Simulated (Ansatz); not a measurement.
# WGe2P4 bilayer (AB) in a perpendicular field, part 2 of 2

Wanted: the out-of-plane response of the WGe2P4 bilayer (AB). A positive field points along +c.

Ansatz 0.2.0; plane-wave DFT, PBE-D4, Ansatz PAW.

So far. Step 8 (Atoms held, field 0.3 V/Å): The dipole is 0.403 e·Å, 0.407 e·Å from its value without field, and the gap 0.084 eV.

### Step 9. Response, atoms held

This step: plane-wave DFT, PBE-D4, Ansatz PAW; response to a field along the normal, atoms held (Ansatz 0.2.0).

The dipoles give the slope, and the difference of two potentials shows where the field is screened.

Numbers from this step:

| Property | Result |
| --- | --- |
| equivalent conductor thickness p/(ε₀AE) | 23.10 Å |
| distance between the outer atoms | 22.16 Å |

Table of dipole of the cell by applied field:

```
applied field (V/Å)  dipole of the cell (e·Å)
             -0.050                   -0.0718
              0.000                  -0.00425
              0.050                    0.0633
              0.100                     0.131
              0.200                     0.266
              0.300                     0.403
```

Local field over the applied field, running mean. From the potentials at -0.05 and 0.05 V/Å; running mean over 2.5 Å. Table of local field over applied field by z:

```
z (Å)  local field over applied field
    5                           0.995
    6                           0.960
    7                           0.783
    8                           0.438
    9                           0.125
   10                          0.0529
   11                          0.0795
   12                          0.0721
   13                          0.0496
   14                          0.0318
   15                          0.0524
   16                          0.0769
   17                          0.0571
   18                          0.0434
   19                           0.112
   20                           0.178
   21                           0.130
   22                          0.0477
   23                          0.0540
   24                          0.0805
   25                          0.0548
   26                          0.0355
   27                          0.0451
   28                          0.0668
   29                          0.0854
   30                          0.0538
   31                          0.0958
   32                           0.379
   33                           0.732
   34                           0.945
   35                           0.993
```

The induced electron density oscillates, so the rows of the table below give means over windows of 2 Å about each position, cut where the curve ends. Its maxima inside the range that stand out by 2 % of the span (Å: e/Å³ per V/Å): 8.0: 0.00360, 9.2: 7.9e-4, 11.0: 4.5e-4, 12.3: 9.4e-4, 14.4: 2.6e-4, 15.9: 2.7e-4, 17.4: 0.00118, 20.7: 0.00152, 23.7: 3.9e-4, 25.0: 8.0e-4, 27.1: 3.2e-4, 28.4: 3.1e-4, 29.9: 0.00136, 31.2: -5.8e-4. Its minima: 8.9: 5.8e-4, 10.3: -0.00136, 11.8: -3.0e-4, 13.1: -3.3e-4, 15.2: -8.4e-4, 16.5: -3.6e-4, 19.5: -0.00151, 22.8: -0.00118, 24.2: -2.5e-4, 25.6: -2.3e-4, 27.8: -9.4e-4, 29.2: -4.5e-4, 30.9: -7.9e-4, 32.1: -0.00360.

Electrons, planar mean, per unit field. Table of induced electron density by z; means over each step:

```
z (Å)  induced electron density (e/Å³ per V/Å)
    6                                   3.3e-4
    8                                  0.00227
   10                                  -1.5e-4
   12                                   2.6e-4
   14                                  -1.8e-5
   16                                  -2.2e-4
   18                                   6.6e-5
   20                                  -7.4e-5
   22                                   4.6e-5
   24                                   1.3e-4
   26                                   5.2e-5
   28                                  -2.0e-4
   30                                   1.7e-4
   32                                 -0.00220
   34                                  -4.5e-4
```

The smaller of the gaps on the path and on the k-mesh, counted as 0 under 0.03 eV. Table of gap by applied field:

```
applied field (V/Å)  gap (eV)
             -0.050     0.262
              0.000     0.237
              0.050     0.212
              0.100     0.186
              0.200     0.133
              0.300    0.0838
```

By hand: between -0.05 and 0.05 V/Å the dipole changes by 0.1352 e·Å, a slope of 1.352 e·Å²/V. A perfect conductor of thickness t has p = ε₀AEt, so t = 180.95 × 1.352 / 10.587 = 23.10 Å (e/ε₀ = 180.95 V·Å, A in Å²).

The induced dipole is that of a conductor 23.10 Å thick.

### Step 10. A changed input

This step: plane-wave DFT, PBE-D4, Ansatz PAW, but for the change named below (Ansatz 0.2.0).

A run with a changed input: it repeats the earlier run at 0.05 V/Å with basis.ecutrho_ratio to 4, magnetization to spin_polarized: true and basis.ecutwfc to 350 eV.

Contents of input.yaml:

```yaml
crystal:
  lattice:
    - [3.4964540227, 0.0, 0.0]
    - [-1.7482270114, 3.0280180069, 0.0]
    - [0.0, 0.0, 40.1621203248]
  atoms:
    - { symbol: P, position: [0.0, 0.0, 0.2240917543], spin: -0.5 }
    - { symbol: Ge, position: [0.3333333333, 0.6666666667, 0.251695522], spin: -4.0 }
    - { symbol: P, position: [0.3333333333, 0.6666666667, 0.3094321759], spin: -1.0 }
    - { symbol: W, position: [0.0, 0.0, 0.3441801935], spin: -2.0 }
    - { symbol: P, position: [0.3333333333, 0.6666666667, 0.3789368033], spin: -1.0 }
    - { symbol: Ge, position: [0.3333333333, 0.6666666667, 0.4366489422], spin: 2.0 }
    - { symbol: P, position: [0.0, 0.0, 0.4642829046], spin: 2.0 }
    - { symbol: P, position: [0.3333333333, 0.6666666667, 0.5357938777], spin: 0.5 }
    - { symbol: Ge, position: [0.6666666667, 0.3333333333, 0.5633417031], spin: -4.0 }
    - { symbol: P, position: [0.6666666667, 0.3333333333, 0.6210769924], spin: -2.0 }
    - { symbol: W, position: [0.3333333333, 0.6666666667, 0.6558187689], spin: -1.0 }
    - { symbol: P, position: [0.6666666667, 0.3333333333, 0.690566182], spin: 1.0 }
    - { symbol: Ge, position: [0.6666666667, 0.3333333333, 0.748303966], spin: -0.5 }
    - { symbol: P, position: [0.3333333333, 0.6666666667, 0.7759082457], spin: 1.0 }
kpoints:
  mp_grid: { grid: [18, 18, 1] }
  band_path:
    path: [[0, 0, 0], [0.5, 0, 0], [0.33333333, 0.33333333, 0], [0, 0, 0]]
    npoints: 16
hamiltonian:
  xc: pbe
  dispersion: d4
scf:
  occupations: { method: fermi_dirac, width: 0.02585 }
  convergence: { dr2_threshold: 1.0e-10 }
efield:
  axis: 3
  dipole_correction: true
  ramp_position: 0.97
  ramp_width: 0.06
  amplitude: 0.05
output:
  write_potential: true
  write_density: true
  volumetric_format: npy
basis:
  ecutrho_ratio: 4
  ecutwfc: "350 eV"
magnetization:
  spin_polarized: true
```

On the command line:

```console
$ ansatz run input.yaml --threads 4 --pin off --max-ram 12288MiB --backend cpu --events-out ev --progress --plain --runs-dir out
```

Elapsed: 6.7 min, on 4 threads of Intel Xeon Platinum 8488C (Sapphire Rapids), shared host; peak memory 2.5 GiB; 27 min of CPU time.

```
                     quantity  this run  earlier run  difference
dipole along the normal (e·Å)   0.06333      0.06333     -6.5e-6
      gap along the path (eV)    0.2113       0.2118     -4.6e-4
```

Nothing in the table moves by 0.01 in its unit (for the dipole 0.5 % and 5e-5 e·Å). The run took 21 SCF cycles against 22.

The change did no harm here.

### Step 11. The same run with other settings: kpoints.mp_grid.shift = [0.5, 0.5, 0.0]

This step: plane-wave DFT, PBE-D4, Ansatz PAW (Ansatz 0.2.0).

Another changed input: it repeats the earlier run at 0.05 V/Å with kpoints.mp_grid.shift to [0.5, 0.5, 0.0].

Contents of input.yaml:

```yaml
crystal:
  lattice:
    - [3.4964540227, 0.0, 0.0]
    - [-1.7482270114, 3.0280180069, 0.0]
    - [0.0, 0.0, 40.1621203248]
  atoms:
    - { symbol: P, position: [0.0, 0.0, 0.2240917543] }
    - { symbol: Ge, position: [0.3333333333, 0.6666666667, 0.251695522] }
    - { symbol: P, position: [0.3333333333, 0.6666666667, 0.3094321759] }
    - { symbol: W, position: [0.0, 0.0, 0.3441801935] }
    - { symbol: P, position: [0.3333333333, 0.6666666667, 0.3789368033] }
    - { symbol: Ge, position: [0.3333333333, 0.6666666667, 0.4366489422] }
    - { symbol: P, position: [0.0, 0.0, 0.4642829046] }
    - { symbol: P, position: [0.3333333333, 0.6666666667, 0.5357938777] }
    - { symbol: Ge, position: [0.6666666667, 0.3333333333, 0.5633417031] }
    - { symbol: P, position: [0.6666666667, 0.3333333333, 0.6210769924] }
    - { symbol: W, position: [0.3333333333, 0.6666666667, 0.6558187689] }
    - { symbol: P, position: [0.6666666667, 0.3333333333, 0.690566182] }
    - { symbol: Ge, position: [0.6666666667, 0.3333333333, 0.748303966] }
    - { symbol: P, position: [0.3333333333, 0.6666666667, 0.7759082457] }
kpoints:
  mp_grid: { grid: [18, 18, 1], shift: [0.5, 0.5, 0.0] }
  band_path:
    path: [[0, 0, 0], [0.5, 0, 0], [0.33333333, 0.33333333, 0], [0, 0, 0]]
    npoints: 16
hamiltonian:
  xc: pbe
  dispersion: d4
scf:
  occupations: { method: fermi_dirac, width: 0.02585 }
  convergence: { dr2_threshold: 1.0e-10 }
efield:
  axis: 3
  dipole_correction: true
  ramp_position: 0.97
  ramp_width: 0.06
  amplitude: 0.05
output:
  write_potential: true
  write_density: true
  volumetric_format: npy
```

Run time: 3.3 min. Hardware: 4 threads; peak memory 3.1 GiB; 13 min of CPU time.

Numbers from this step:

| Quantity | Value |
| --- | --- |
| dipole along the normal | 0.06329 e·Å |
| gap along the path | 0.2114 eV |
| smallest direct gap along the path | 0.5692 eV |
| gap, the smaller of path and mesh | 0.2114 eV |

Deep bands are left out, so band numbers here count from the lowest band kept and differ from the log's. Electronic bands along the path, in eV, zero at the Fermi level of the run, which the smearing sets inside the gap; v1 is the highest filled band, c1 the lowest empty one:

```
  point     v4     v3     v2     v1    c1    c2    c3    c4
      Γ  -0.79  -0.79  -0.73  -0.11  2.29  2.29  2.41  2.41
halfway  -1.84  -1.45  -1.26  -1.13  1.18  1.42  1.57  1.76
      M  -1.89  -1.79  -1.55  -1.43  0.76  1.04  1.14  1.23
halfway  -1.97  -1.79  -1.14  -1.04  0.52  0.65  0.97  1.12
      K  -1.66  -1.54  -0.60  -0.47  0.10  0.21  0.70  0.76
halfway  -1.77  -1.46  -1.36  -1.24  1.34  1.46  1.52  1.63
      Γ  -0.79  -0.79  -0.73  -0.11  2.29  2.29  2.41  2.41
```

```
                               quantity  this run  earlier run  difference
          dipole along the normal (e·Å)   0.06329      0.06333     -3.7e-5
                gap along the path (eV)    0.2114       0.2118     -3.1e-4
smallest direct gap along the path (eV)    0.5692       0.5697     -5.0e-4
```

Nothing in the table moves by 0.01 in its unit (for the dipole 0.5 % and 5e-5 e·Å). The run took 20 SCF cycles against 22.

The path shows an indirect gap of 0.21 eV (valence top at Γ, conduction bottom at K). The least direct gap is 0.57 eV.

### Step 12. Outcome

```yaml
gap_without_field: 0.237 eV
ionisation_energy_upper_face: 4.99 eV
electron_affinity_upper_face: 4.75 eV
step_between_the_vacuum_levels: 0.0727 eV
equivalent_conductor_thickness_atoms_held: 23.1 Å
```

What this shows: The induced dipole equals that of a perfect conductor 23.10 Å thick, while the outer atoms lie 22.16 Å apart; an out-of-plane ε follows only once a thickness t is chosen, by 1 − 1/ε = 23.10 Å / t. The two faces differ: the vacuum level above lies 0.07 eV higher than the one below. The gap goes from 0.24 eV to 0.08 eV at 0.3 V/Å. Semilocal functionals give gaps that are too small, and excitons are not included. Spin-orbit coupling is left out, which matters for the bands of elements this heavy. The outer anions sit over the metal atoms, one of several polytypes of such layers and not the lowest for every compound.

[Logs are printed without paths, hosts, clocks, repeated set-up lines and the standing remarks that a program may print on its own settings, such as how far it seeks lower states.]

[Hosts, paths, dates, database ids (printed as entryN), source tags and the programs' standing remarks are cut or masked in the printed files.]

[Maps of the electrostatic potential energy from Ansatz leave out the sawtooth potential of an applied field or a dipole correction, so their vacuum need not be flat; planar profiles and work functions include it.]
